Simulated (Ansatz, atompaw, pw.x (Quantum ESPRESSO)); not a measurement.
## What a changed setting does to a pw.x run (diamond Rb)

Potential: PAW, atompaw 4.2.0.5, PBE; core [Ar] 3d10, reference 4s2 4p6 5s1 5p0; waves: 4s (bound): rc 2.50 bohr; 5s (bound): rc 2.55 bohr; 4p (bound): rc 2.05 bohr; 5p (bound, empty): rc 2.95 bohr; 4d channel at 0.15 Ry: rc 2.80 bohr; 4d channel at 0.7 Ry: rc 2.80 bohr; local part: troulliermartins scheme with l = 3 at 0 Ry, radius 2.55 bohr; core correction: smooth core density matched at 1.75 bohr; augmentation: sinc compensation charge, radius 2.85 bohr; PAW radius 2.95 bohr; waves and projectors: custom rrkj gramschmidtortho.

The reference run (k-mesh 8³, cutoffs 40/400 Ry, Fermi–Dirac 0.01 Ry, mixing_beta 0.4, conv_thr 1e-9, no spin) gives -0.00 GPa at 141.711 Å³/atom, where all-electron LAPW gives -0.00 GPa. This run, with its own iteration cap, changes conv_thr to 1e-12.

```
&control
  calculation='scf', prefix='x', pseudo_dir='./', outdir='./tmp', tstress=.true., disk_io='none'
/
&system
  ibrav=0, nat=2, ntyp=1, ecutwfc=40, ecutrho=400, nbnd=17,
  occupations='smearing', smearing='fd', degauss=0.01
/
&electrons
  conv_thr=1e-12, mixing_beta=0.4, electron_maxstep=70
/
ATOMIC_SPECIES
Rb 1.0 Rb.UPF
CELL_PARAMETERS angstrom
  0.00000000 5.21356174 5.21356174
  5.21356174 0.00000000 5.21356174
  5.21356174 5.21356174 0.00000000
ATOMIC_POSITIONS crystal
Rb 0.0000 0.0000 0.0000
Rb 0.2500 0.2500 0.2500
K_POINTS automatic
8 8 8 0 0 0
```

```bash
pw.x < Rb.scf.in > Rb.scf.out
```

**Question.** How does the run end?

**Answer.** It converges in 24 iterations; the free energy moves by +0.0 meV/atom and the pressure by +0.00 GPa. The result is that of the reference run.

```
Message from routine setup:
     using ibrav=0 with symmetry is DISCOURAGED, use correct ibrav instead
     lattice parameter (alat)  =      13.9331  a.u.
     unit-cell volume          =    1912.6265 (a.u.)^3
     number of electrons       =        18.00
     number of Kohn-Sham states=           17
     kinetic-energy cutoff     =      40.0000  Ry
     charge density cutoff     =     400.0000  Ry
     scf convergence threshold =      1.0E-12
     Exchange-correlation= SLA PW PBX PBC
     number of k points=    29  Fermi-Dirac smearing, width (Ry)=  0.0100
     iteration #  1     ecut=    40.00 Ry     beta= 0.40
     total energy              =    -479.82650367 Ry
     estimated scf accuracy    <       0.11072612 Ry
     iteration #  2     ecut=    40.00 Ry     beta= 0.40
     total energy              =    -479.80719984 Ry
     estimated scf accuracy    <       0.00112749 Ry
     iteration #  3     ecut=    40.00 Ry     beta= 0.40
     total energy              =    -479.80862068 Ry
     estimated scf accuracy    <       0.00781831 Ry
     iteration #  4     ecut=    40.00 Ry     beta= 0.40
     total energy              =    -479.80547873 Ry
     estimated scf accuracy    <       0.00258153 Ry
     iteration #  5     ecut=    40.00 Ry     beta= 0.40
     total energy              =    -479.80628740 Ry
     estimated scf accuracy    <       0.00070459 Ry
     iteration #  6     ecut=    40.00 Ry     beta= 0.40
     total energy              =    -479.80653425 Ry
     estimated scf accuracy    <       0.00018063 Ry
     [... 12 iterations left out ...]
     iteration # 19     ecut=    40.00 Ry     beta= 0.40
     total energy              =    -479.80661859 Ry
     estimated scf accuracy    <          7.4E-11 Ry
     iteration # 20     ecut=    40.00 Ry     beta= 0.40
     total energy              =    -479.80661860 Ry
     estimated scf accuracy    <          2.4E-11 Ry
     iteration # 21     ecut=    40.00 Ry     beta= 0.40
     total energy              =    -479.80661860 Ry
     estimated scf accuracy    <          6.4E-12 Ry
     iteration # 22     ecut=    40.00 Ry     beta= 0.40
     total energy              =    -479.80661860 Ry
     estimated scf accuracy    <          2.2E-12 Ry
     iteration # 23     ecut=    40.00 Ry     beta= 0.40
     total energy              =    -479.80661860 Ry
     estimated scf accuracy    <          1.4E-12 Ry
     iteration # 24     ecut=    40.00 Ry     beta= 0.40
     the Fermi energy is     0.3981 ev
!    total energy              =    -479.80661860 Ry
     estimated scf accuracy    <          7.2E-15 Ry
     smearing contrib. (-TS)   =      -0.00783668 Ry
     convergence has been achieved in  24 iterations
          total   stress  (Ry/bohr**3)                   (kbar)     P=       -0.04
     Message from routine punch:
     Nothing written, as per user request (disk_io='none')
```

The run took about 3.6 min on one core of a shared host (Intel(R) Xeon(R) 6975P-C, 192 threads, 378 GiB, load 106).
